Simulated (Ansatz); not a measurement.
Density of states of InSb (Cmcm, a = 6.097 Å, b = 6.633 Å, c = 5.631 Å, α = 90.00°, β = 90.00°, γ = 90.00°), in states per eV and primitive cell, averaged over bins of 0.5 eV. All numbers below come from Ansatz, DFT PBE, scalar-relativistic, plane waves, PAW.

Cutoff 420 eV; k points 10×10×8 on the computed 4-atom cell (Γ-centred); Gaussian smearing, width 0.10 eV; no spin polarisation.

The cell is relaxed at this level. The states (both spins) are summed by tetrahedra on a 15×15×12 mesh at the self-consistent density. Energies are bin centres; the table starts no lower than −8 eV and ends at 6 eV, or lower where the solved bands end.

It is a metal at this level.

```tsv
E − E_F (eV)	total	Sb 5p	In 5p	In 5s	Sb 5s
-6.30	0.55	0.24	0.03	0.24	0.03
-5.80	2.28	0.82	0.18	1.04	0.22
-5.30	1.74	0.60	0.16	0.81	0.16
-4.80	1.16	0.40	0.14	0.49	0.13
-4.30	1.21	0.45	0.21	0.40	0.13
-3.80	1.41	0.61	0.37	0.29	0.13
-3.30	1.54	0.75	0.46	0.21	0.10
-2.80	1.97	1.10	0.57	0.21	0.07
-2.30	2.10	1.20	0.58	0.21	0.08
-1.80	2.70	1.65	0.76	0.18	0.08
-1.30	2.77	1.76	0.72	0.17	0.08
-0.80	2.39	1.51	0.59	0.17	0.09
-0.30	2.00	1.24	0.43	0.20	0.09
0.20	1.70	0.99	0.36	0.24	0.08
0.70	1.70	0.78	0.44	0.35	0.08
1.20	1.79	0.71	0.54	0.38	0.08
1.70	2.19	0.96	0.61	0.41	0.10
2.20	2.18	0.93	0.73	0.32	0.09
2.70	1.76	0.49	0.91	0.12	0.12
3.20	2.29	0.63	1.15	0.12	0.14
3.70	2.81	0.80	1.30	0.13	0.12
4.20	2.61	0.59	1.20	0.10	0.09
4.70	2.41	0.43	1.12	0.07	0.08
```

The columns after the total are the main Löwdin projections on the occupied valence shells of the potentials; 1 other is left out. The rest of the total lies in those, in shells that are empty in the free atom, which aren't projected, and between the atoms.

Spin-orbit coupling is left out, which matters for the bands of heavy elements.

This form isn't the usual stable structure of the compound.

Cost: 1 run of about 2.7 core-minutes, on Arm Neoverse V1 (shared hosts).